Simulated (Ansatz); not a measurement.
# CuO (P1) in Ansatz: further runs

The runs below take CuO through relaxation of cell and atoms, single point, with LDA+U, PBEsol+D3(BJ), BLYP+D3(BJ), PBE.

All numbers are computed with Ansatz 0.2.0; they aren't measurements. Logs are shortened: lines on timing, memory, paths and dates and some standing lists are left out, and cuts for length are marked.

**1. The crystal as given**

The typed cell holds 2 atoms: a = 2.993 Å, b = 2.993 Å, c = 2.993 Å, α = 60.00°, β = 60.00°, γ = 60.00°.

The cell comes from a database or a generator and needn't be the stable form of this composition.

**2. Relaxation of cell and atoms, LDA+U**

The input, input.yaml:

```yaml
crystal:
  lattice:
    - [0.0, 2.11656, 2.11656]
    - [2.11656, 0.0, 2.11656]
    - [2.11656, 2.11656, 0.0]
  atoms:
    - { symbol: Cu, position: [0.02949772, 0.02810087, 0.90802599] }
    - { symbol: O, position: [0.47050228, 0.47189913, 0.59197401] }
hamiltonian:
  xc: lda
  pseudopotentials: { kind: paw }
  hubbard: { sites: [{ species: Cu, l: d, u_eff: 5.3 }] }
kpoints:
  mp_grid: { grid: [11, 11, 11] }
scf:
  occupations: { method: fermi_dirac, width: 0.05 }
output:
  forces: true
  stress: true
  eigenvalues: true
relax:
  f_tol: 0.01
  max_steps: 40
  cell: { stress_tol: 0.05 }
```

Potentials or basis: Ansatz PAW.

Run with:

```
$ ansatz run input.yaml --threads 2 --pin off --max-ram 5632MiB --backend cpu --events-out ev --progress --plain --runs-dir out
```

The program printed:

```text
Warning: RAYON_NUM_THREADS=2 ignored (pool sized by the plan → 2); use --threads N
Cu: projections on atomic orbitals take those of the free atom [Ne] 3s2 3p6 3d10 4s1, of charge +0.00 (hamiltonian.pseudopotentials.projection_atoms); the dataset's partial waves leave at most 2.0e-6 of an orbital's norm unspanned inside its sphere
O: projections on atomic orbitals take those of the free atom [He] 2s2 2p4, of charge +0.00 (hamiltonian.pseudopotentials.projection_atoms); the dataset's partial waves leave at most 1.9e-8 of an orbital's norm unspanned inside its sphere
Engine: ansatz 0.2.0, aarch64-unknown-linux-gnu
Pseudopotentials: kind: paw
Pseudopotential: Cu, paw, valence charge 19, recommended cutoff 420 eV (normal), Cu.paw.azcp
Pseudopotential: O, paw, valence charge 6, recommended cutoff 420 eV (normal), O.paw.azcp
Functional definition: SPW92
  exchange = slater_x
  correlation = pw_c
Crystal: 2 atoms, lattice volume = 18.964 Å³
Basis set: ecut = 420 eV, 339 PW (Γ)
Bands: 17, of which v1, the nominal top of the filled ones, is band 13 counted from 1 (12 counted from 0)
Symmetry: 1 space group operations
Space group: P1 (ITA 1), of the structure as read, at distance tolerance 2.7e-5 Å
k-points: 666 of 1331 (time reversal used)
Non-local potential: Cu, projectors of the file, l = 0: 3, l = 1: 2, l = 2: 3, l = 3: 1
Non-local potential: O, projectors of the file, l = 0: 2, l = 1: 2, l = 2: 1
PAW form: soft (Blöchl's): semilocal exchange-correlation on the pseudo side does not see the compensation charge
PAW frozen core: Cu, regenerated for the run's functional, and the local potential with it (the file was generated under x = pbe(κ = 0.804, μ = 0.2195149727645171), c = pbe(β = 0.06672455060314922))
PAW frozen core: O, regenerated for the run's functional, and the local potential with it (the file was generated under x = pbe(κ = 0.804, μ = 0.2195149727645171), c = pbe(β = 0.06672455060314922))
PAW one-centre angular grid: Cu, 590 points (default); XC on 64 Gauss nodes
PAW one-centre angular grid: O, 110 points (default); XC on 64 Gauss nodes
Initial density: superposition of atomic densities (chi_scale 0.1, normalization cell, long waves kept (reshape's long-wave potential 0.00 eV rms))
Initial wavefunctions: pseudopotential atomic-orbital guess
Functional: x = slater, c = lda
SCF iter   1: F=—  HF=-7107.799184 eV  |F-HF|=—  |Δ(HF+E_count)|=         —  Δρ=9.11e-2  dr2=1.12e0  ethr=3.10e-3  ⟨swp⟩=5.3  Hψ=49261  notcnv=0
preconditioner: auto → none  [metal: Δε(μ)=0.003 eV  Ē_g=16.358 eV  σ=0.050 eV  W_gap=0.01  n_scr=8 (ndim 8)  ℏωp=35.2 eV  f_vac=0.000  D(μ)=2.64/eV (n_scr^D=50)  sad-step TF]
SCF iter   2: F=—  HF=-7107.746412 eV  |F-HF|=—  |Δ(HF+E_count)|=   5.28e-2  Δρ=6.74e-2  dr2=3.95e-1  ethr=3.10e-3  ⟨swp⟩=2.2  Hψ=23429  notcnv=0
SCF iter   3: F=—  HF=-7107.703942 eV  |F-HF|=—  |Δ(HF+E_count)|=   4.25e-2  Δρ=1.74e-2  dr2=1.27e-2  ethr=1.58e-3  ⟨swp⟩=2.1  Hψ=23541  notcnv=0
SCF iter   4: F=—  HF=-7107.760589 eV  |F-HF|=—  |Δ(HF+E_count)|=   5.66e-2  Δρ=1.82e-2  dr2=2.98e-2  ethr=5.09e-5  ⟨swp⟩=2.1  Hψ=20448  notcnv=0
SCF iter   5: F=—  HF=-7107.763401 eV  |F-HF|=—  |Δ(HF+E_count)|=   2.81e-3  Δρ=3.19e-3  dr2=8.43e-4  ethr=5.09e-5  ⟨swp⟩=2.0  Hψ=25397  notcnv=0
SCF iter   6: F=—  HF=-7107.763122 eV  |F-HF|=—  |Δ(HF+E_count)|=   2.79e-4  Δρ=3.54e-4  dr2=1.20e-5  ethr=3.37e-6  ⟨swp⟩=2.0  Hψ=18712  notcnv=0
SCF iter   7: F=—  HF=-7107.763124 eV  |F-HF|=—  |Δ(HF+E_count)|=   1.48e-6  Δρ=4.84e-5  dr2=2.63e-7  ethr=4.79e-8  ⟨swp⟩=2.0  Hψ=15902  notcnv=0
SCF iter   8: F=-7107.763124 eV  HF=-7107.763124 eV  |F-HF|=7.18e-9  |Δ(HF+E_count)|=   1.73e-7  Δρ=9.06e-6  dr2=1.09e-8  ethr=4.00e-10  ⟨swp⟩=4.8  Hψ=47193  notcnv=0
SCF 1 converged in 8 iterations: F = -7107.763124 eV  dr2 = 1.09e-8
relax step   1: F+E_penalty+E_count = -7107.76312395 eV  Δ(F+E_penalty+E_count) = +0.000e0 eV  max|allowed force component| = 6.249e-1 eV/Å  Δτ_max = 0.0000 Å  P = +4.416 GPa  Ω = 18.964 Å³  (8 SCF iters, dr2 threshold 1.00e-7 eV, accepted)
Crystal: 2 atoms, lattice volume = 18.816 Å³
Initial density: handed on by an earlier stage of this run
Initial wavefunctions: those handed on with the density
iter 1 solved again at ethr=1.54e-5 eV; its pass at ethr=3.10e-3 eV (dr2=3.86e-3 eV) is discarded
SCF iter   1: F=—  HF=-7107.807081 eV  |F-HF|=—  |Δ(HF+E_count)|=         —  Δρ=6.76e-3  dr2=3.82e-3  ethr=1.54e-5  ⟨swp⟩=1.1  Hψ=67139  notcnv=0
preconditioner: auto → none  [metal: Δε(μ)=0.001 eV  Ē_g=15.891 eV  σ=0.050 eV  W_gap=0.00  n_scr=8 (ndim 8)  ℏωp=35.3 eV  f_vac=0.000  D(μ)=2.58/eV (n_scr^D=44)]
SCF iter   2: F=—  HF=-7107.807534 eV  |F-HF|=—  |Δ(HF+E_count)|=   4.53e-4  Δρ=6.92e-3  dr2=6.39e-3  ethr=1.53e-5  ⟨swp⟩=2.0  Hψ=19926  notcnv=0
SCF iter   3: F=—  HF=-7107.806318 eV  |F-HF|=—  |Δ(HF+E_count)|=   1.22e-3  Δρ=2.15e-3  dr2=1.82e-4  ethr=1.53e-5  ⟨swp⟩=2.0  Hψ=16770  notcnv=0
SCF iter   4: F=—  HF=-7107.806312 eV  |F-HF|=—  |Δ(HF+E_count)|=   5.72e-6  Δρ=6.23e-4  dr2=1.50e-5  ethr=7.26e-7  ⟨swp⟩=2.5  Hψ=17760  notcnv=0
SCF iter   5: F=—  HF=-7107.806313 eV  |F-HF|=—  |Δ(HF+E_count)|=   1.14e-6  Δρ=1.60e-4  dr2=9.95e-7  ethr=6.01e-8  ⟨swp⟩=2.1  Hψ=16290  notcnv=0
SCF iter   6: F=-7107.806314 eV  HF=-7107.806314 eV  |F-HF|=4.48e-9  |Δ(HF+E_count)|=   6.32e-7  Δρ=1.73e-5  dr2=1.37e-8  ethr=8.00e-10  ⟨swp⟩=5.3  Hψ=50901  notcnv=0
SCF 2 converged in 6 iterations: F = -7107.806314 eV  dr2 = 1.37e-8
relax step   2: F+E_penalty+E_count = -7107.80631358 eV  Δ(F+E_penalty+E_count) = -4.319e-2 eV  max|allowed force component| = 7.002e-1 eV/Å  Δτ_max = 0.0147 Å  P = +3.269 GPa  Ω = 18.816 Å³  energy of the carried Pulay correction = +9.084e-4 eV  (6 SCF iters, dr2 threshold 2.00e-7 eV, accepted)
Crystal: 2 atoms, lattice volume = 18.632 Å³
[... 77 lines left out ...]
SCF iter   5: F=—  HF=-7108.213824 eV  |F-HF|=—  |Δ(HF+E_count)|=   9.35e-7  Δρ=1.23e-5  dr2=6.93e-9  ethr=3.29e-10  ⟨swp⟩=2.1  Hψ=16188  notcnv=0
SCF iter   6: F=—  HF=-7108.213824 eV  |F-HF|=—  |Δ(HF+E_count)|=   1.43e-9  Δρ=1.03e-6  dr2=7.01e-11  ethr=2.77e-11  ⟨swp⟩=2.0  Hψ=16792  notcnv=0
SCF iter   7: F=-7108.213824 eV  HF=-7108.213824 eV  |F-HF|=2.73e-12  |Δ(HF+E_count)|=  9.09e-12  Δρ=2.18e-7  dr2=3.84e-12  ethr=1.00e-12  ⟨swp⟩=5.0  Hψ=46262  notcnv=0
SCF 9 converged in 7 iterations: F = -7108.213824 eV  dr2 = 3.84e-12
relax step   9: F+E_penalty+E_count = -7108.21382386 eV  Δ(F+E_penalty+E_count) = +6.047e-3 eV  max|allowed force component| = 1.712e-4 eV/Å  Δτ_max = 0.0000 Å  P = -0.403 GPa  Ω = 17.786 Å³  stress off target by 4.19e-1 GPa  SCF on the basis re-selected at this cell (its energy is not comparable with the rows above)  (7 SCF iters)
basis re-selected at this cell: Δ(F+E_penalty+E_count) = +6.047e-3 eV, ΔP = -0.401 GPa vs the last step (what re-selecting the basis moved, of the pressure what is left beyond the Pulay correction that the steps carried, after the strain that the cell walked since its last selection, with what the two solves' SCF thresholds leave and, on support functions, any second-order correction that the steps lacked; it is no measure of the basis error at this ecutwfc). The dense FFT grid was sized anew with the basis: this SCF ran on 20×20×20 points, the steps before it on 24×24×24, so part of this shift can come from that change (see relax.cell in the input reference). This SCF's stress stands 4.19e-1 GPa from its target on what of the cell is left free (relax.cell.stress_tol is 5.00e-2 GPa) and its largest allowed force component is 1.71e-4 eV/Å (relax.f_tol is 1.00e-2 eV/Å): not within both, so this SCF does not close the relaxation
Crystal: 2 atoms, lattice volume = 17.754 Å³
iter 1 solved again at ethr=5.27e-8 eV; its pass at ethr=3.10e-3 eV (dr2=1.32e-5 eV) is discarded
SCF iter   1: F=—  HF=-7108.214093 eV  |F-HF|=—  |Δ(HF+E_count)|=         —  Δρ=3.22e-4  dr2=1.35e-5  ethr=5.27e-8  ⟨swp⟩=2.2  Hψ=61062  notcnv=0
preconditioner: auto → none  [metal: Δε(μ)=0.051 eV  Ē_g=16.281 eV  σ=0.050 eV  W_gap=0.24  n_scr=8 (ndim 8)  ℏωp=36.3 eV  f_vac=0.000  D(μ)=1.32/eV (n_scr^D=14)]
SCF iter   2: F=—  HF=-7108.214096 eV  |F-HF|=—  |Δ(HF+E_count)|=   2.60e-6  Δρ=4.29e-4  dr2=2.55e-5  ethr=5.27e-8  ⟨swp⟩=2.0  Hψ=17003  notcnv=0
SCF iter   3: F=—  HF=-7108.214090 eV  |F-HF|=—  |Δ(HF+E_count)|=   5.17e-6  Δρ=6.28e-5  dr2=2.75e-7  ethr=5.27e-8  ⟨swp⟩=2.0  Hψ=15300  notcnv=0
SCF iter   4: F=-7108.214090 eV  HF=-7108.214090 eV  |F-HF|=1.33e-8  |Δ(HF+E_count)|=   1.14e-8  Δρ=1.99e-5  dr2=1.75e-8  ethr=8.00e-10  ⟨swp⟩=5.0  Hψ=47034  notcnv=0
SCF 10 converged in 4 iterations: F = -7108.214090 eV  dr2 = 1.75e-8
relax step  10: F+E_penalty+E_count = -7108.21409036 eV  Δ(F+E_penalty+E_count) = -2.665e-4 eV  max|allowed force component| = 3.256e-5 eV/Å  Δτ_max = 0.0000 Å  P = -0.006 GPa  Ω = 17.754 Å³  energy of the carried Pulay correction = +2.249e-4 eV  (4 SCF iters, dr2 threshold 2.00e-7 eV, accepted)
iter 1 solved again at ethr=2.64e-9 eV; its pass at ethr=3.10e-3 eV (dr2=6.59e-7 eV) is discarded
SCF iter   1: F=—  HF=-7108.213696 eV  |F-HF|=—  |Δ(HF+E_count)|=         —  Δρ=3.66e-5  dr2=4.60e-8  ethr=2.64e-9  ⟨swp⟩=3.3  Hψ=84327  notcnv=0
SCF iter   2: F=—  HF=-7108.213696 eV  |F-HF|=—  |Δ(HF+E_count)|=   9.27e-9  Δρ=2.42e-5  dr2=5.44e-8  ethr=1.84e-10  ⟨swp⟩=2.0  Hψ=17017  notcnv=0
SCF iter   3: F=—  HF=-7108.213696 eV  |F-HF|=—  |Δ(HF+E_count)|=   1.44e-8  Δρ=2.87e-5  dr2=9.65e-8  ethr=1.84e-10  ⟨swp⟩=2.3  Hψ=17633  notcnv=0
SCF iter   4: F=—  HF=-7108.213696 eV  |F-HF|=—  |Δ(HF+E_count)|=   1.66e-8  Δρ=1.60e-6  dr2=2.15e-10  ethr=1.84e-10  ⟨swp⟩=2.1  Hψ=16002  notcnv=0
SCF iter   5: F=—  HF=-7108.213696 eV  |F-HF|=—  |Δ(HF+E_count)|=  8.46e-11  Δρ=1.73e-6  dr2=2.41e-10  ethr=1.00e-12  ⟨swp⟩=2.0  Hψ=19250  notcnv=0
SCF iter   6: F=-7108.213696 eV  HF=-7108.213696 eV  |F-HF|=1.82e-12  |Δ(HF+E_count)|=  4.91e-11  Δρ=2.05e-7  dr2=2.12e-12  ethr=1.00e-12  ⟨swp⟩=4.1  Hψ=52134  notcnv=0
SCF 11 converged in 6 iterations: F = -7108.213696 eV  dr2 = 2.12e-12
relax step  11: F+E_penalty+E_count = -7108.21369617 eV  Δ(F+E_penalty+E_count) = +3.942e-4 eV  max|allowed force component| = 3.294e-5 eV/Å  Δτ_max = 0.0000 Å  P = -0.017 GPa  Ω = 17.754 Å³  stress off target by 2.16e-2 GPa  SCF on the basis re-selected at this cell (its energy is not comparable with the rows above)  (6 SCF iters)
basis re-selected at this cell: Δ(F+E_penalty+E_count) = +3.942e-4 eV, ΔP = -0.012 GPa vs the last step (what re-selecting the basis moved, of the pressure what is left beyond the Pulay correction that the steps carried, after the strain that the cell walked since its last selection, with what the two solves' SCF thresholds leave and, on support functions, any second-order correction that the steps lacked; it is no measure of the basis error at this ecutwfc). This SCF's stress stands 2.16e-2 GPa from its target on what of the cell is left free (relax.cell.stress_tol is 5.00e-2 GPa) and its largest allowed force component is 3.29e-5 eV/Å (relax.f_tol is 1.00e-2 eV/Å): within both
SCF converged after 6 iterations
Free energy (F): -7108.213696 eV
Harris-Foulkes:  -7108.213696 eV  (|F-HF|=1.82e-12)
Internal energy: -7108.202606 eV  (E = F + TS)
E sigma→0 (E₀):  -7108.208151 eV
Entropy (-TS):   -0.011090 eV (-5.545 meV/atom)
Fermi energy:    13.235155 eV
--- Per-component energies (eV) ---
  E_band       = -386.311837
  E_kinetic    = 472.663593
  E_local      = -4483.985168  (includes V_loc(G=0)·N_el)
  E_nonlocal   = 454.261039
  E_hartree    = 1950.388677
  E_xc         = -160.168182
  E_vxc        = -206.908987  (∫ρ·V_xc dr)
  E_hubbard    = 1.051882  (on-site DFT+U / exact-exchange correction)
  E_vhub       = -23.222269  (the Hubbard potential's part of the band-sum identity)
  E_paw        = -1746.356141  (= ΣΔE_a)
  E_vpaw       = -499.900074  (= ΣTr[D̂ρ^β])
  E_aug_tail   = 0.002603  (compensation charges beyond the density's cutoff)
  E_ewald      = -3596.607490
  E_core_change = 0.546582  (= ΣΔE_core)
  E_smearing   = -0.011090  (= −TS)
  E_closure    = -0.000000  (closes the sum)
  Σ components = -7108.213696   (vs F -7108.213696, Δ=0.00e0)
--- Forces (eV/Å), atoms counted from 1 ---
  atom   1  Cu    -0.00003294    -0.00002329    -0.00000658
  atom   2  O      0.00003294     0.00002329     0.00000658
  max |Σ_I F_I| component: 7.81e-9 eV/Å
--- Stress (GPa, compression-positive) ---
       -0.018605       0.003724      -0.001951
        0.003724      -0.016865      -0.001552
       -0.001951      -0.001552      -0.016045
  P = ⅓ Tr σ = -0.0172 GPa (-0.172 kbar)
--- Band table (eV; the first three rows and the last of 666) ---
  k-point 0: bands = ["-96.6848", "-54.5237", "-54.5236", "-54.5234", "-6.0582", "9.2817", "9.2820", "9.2822", "10.1281", "10.1284", "11.2048", "11.2048", "11.2055", "15.7981", "32.3281", "33.1716", "33.1725"]
  k-point 1: bands = ["-96.6846", "-54.5254", "-54.5239", "-54.5238", "-5.9565", "9.0460", "9.2449", "9.2453", "9.7537", "9.7538", "10.8833", "11.7046", "11.7047", "16.3786", "30.2831", "32.7941", "32.7954"]
  k-point 2: bands = ["-96.6845", "-54.5305", "-54.5246", "-54.5245", "-5.6712", "8.1901", "8.8059", "8.8062", "9.6453", "9.6454", "10.5942", "12.4964", "12.4966", "17.5840", "27.8835", "31.5196", "31.5213"]
  k-point 665: bands = ["-96.6853", "-54.5462", "-54.5282", "-54.5272", "-4.5341", "5.3923", "7.5847", "7.6319", "10.0996", "10.1104", "10.9963", "13.7233", "14.0579", "20.3323", "23.9141", "27.3727", "28.2628"]
Occupation matrices written to <dir>
--- Relaxed structure (9 steps of the walk, 8 accepted, 2 SCFs on fresh bases) ---
  F+E_penalty+E_count = -7108.21369617 eV   max|allowed force component| = 3.294e-5 eV/Å   (the final SCF, on the basis selected at the relaxed cell)
  cell:  # Å, volume = 17.7536 Å³
    - [-4.2045749492961897e-5, 2.070569991479242, 2.070521766674315]
    - [2.070675475528, -5.1413912326083905e-5, 2.070531134837148]
    - [2.0705420315584044, 2.0704459156724795, 8.203005726959117e-5]
  atoms:
    - { symbol: Cu, position: [-5.0807147331181614e-8, 2.6703836368572196e-7, 1.0000008162400742] }
    - { symbol: O, position: [0.5000000508071474, 0.49999973296163636, 0.4999991837599256] }
```

Wall time 3 min (2 threads of Arm Neoverse V1, shared host); peak memory 0.63 GiB.

Results:

* Free energy: -7108.2137 eV
* Relaxed volume: 8.88 Å³/atom
* Relaxed cell: a = 2.928 Å, b = 2.928 Å, c = 2.928 Å, α = 60.00°, β = 60.00°, γ = 60.00°
* Space group after relaxing (to 0.05 Å): Fm-3m (No. 225)
* Energy gained by relaxing: 225.3 meV/atom
* Ionic steps: 10
* Pressure after relaxing: 0.0 GPa
* Band gap on the k mesh: none (metal or under the smearing width)

Step by step:
| step | energy change (eV) | largest force (eV/Å) | volume (Å³) |
| --- | --- | --- | --- |
| 1 | 0.0000 | 0.9467 | 18.96 |
| 2 | -0.0432 | 1.1023 | 18.82 |
| 3 | -0.0955 | 1.2824 | 18.63 |
| 4 | -0.4188 | 0.3853 | 17.69 |
| 5 | -0.4542 | 0.0068 | 17.92 |
| 6 | -0.4564 | 0.0146 | 17.81 |
| 7 | -0.4567 | 0.0002 | 17.79 |
| 8 | -0.4507 | 0.0002 | 17.79 |
| 9 | -0.4510 | 0.0000 | 17.75 |
| 10 | -0.4506 | 0.0000 | 17.75 |

Final structure:
```xyz
2
Lattice="0.0000 2.0706 2.0705 2.0707 -0.0001 2.0705 2.0705 2.0704 0.0001" Properties=species:S:1:pos:R:3 pbc="T T T"
Cu    2.0705    2.0704    0.0001
O     2.0706    2.0705    2.0706
```

Levels at points of the mesh, in eV from the Fermi level:
| k point | band 9 | band 10 | band 11 | band 12 | band 13 | band 14 | band 15 | band 16 | band 17 |
| --- | --- | --- | --- | --- | --- | --- | --- | --- | --- |
| (0.00, 0.00, 0.00) | -3.11 | -3.11 | -2.03 | -2.03 | -2.03 | 2.56 | 19.09 | 19.94 | 19.94 |

Eigenvalues of the final occupation matrices:
```
  site  spin  trace               eigenvalues
site 1     1   4.78  0.89 0.89 1.00 1.00 1.00
```

Caveat: the electronic state changed during the relaxation; the plane-wave basis is chosen anew once the cell has moved, so the energies of steps on either side of that aren't comparable; the pressure holds a Pulay correction of +1.1 GPa for the finite cutoff; an odd number of electrons without spin polarisation forces a metal; a magnetic or distorted state may lie lower; the run has no spin polarisation, though such a crystal can be magnetic; U without spin polarisation on a metal has little footing; the PAW data sets come from PBE, with cores solved anew for the run's functional, which leaves a small shift of forces and pressure.

(Continued in part 2 of 3.)
